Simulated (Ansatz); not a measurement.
## GaS: what a change does to the field gradients

Base: a structure deposited in the COD, ions relaxed with PBE at fixed cell.

```
CELL_PARAMETERS angstrom
3.58500 0.00000 0.00000
-1.79250 3.10470 0.00000
0.00000 0.00000 15.50000
ATOMIC_POSITIONS crystal
Ga 0.33333 0.66667 0.17102
Ga 0.66667 0.33333 0.67102
Ga 0.33333 0.66667 0.32898
Ga 0.66667 0.33333 0.82898
S 0.33333 0.66667 0.60080
S 0.66667 0.33333 0.10080
S 0.33333 0.66667 0.89920
S 0.66667 0.33333 0.39920
```

Atom numbers follow the list; atoms alike are taken as one site, whose name carries the number of the first.

Computed with Ansatz: DFT, PBE, plane waves and PAW, scalar-relativistic, 420 eV cutoff, Γ-centred 14×14×3 k-points, Fermi–Dirac smearing 0.02 eV.

Gradients in 10²¹ V/m²:

| site | atoms | V_zz base | η base | V_zz variant | η variant |
| --- | --- | --- | --- | --- | --- |
| Ga | 1, 2, 3, 4 | -7.81 | 0.00 | -7.96 | 0.00 |
| S | 5, 6, 7, 8 | -5.58 | 0.00 | -5.76 | 0.00 |

**Question.** Which change was made?
A. z stretched by 3 %, ions relaxed
B. volume scaled by 1.06, ions relaxed
C. z compressed by 3 %, ions relaxed
D. volume scaled by 0.98, ions relaxed

**Answer.** C. The largest change of V_zz is on S, from -5.58 to -5.76. In per cent, |V_zz| changes by +2 on Ga, +3 on S (all sites that start above 0.5).
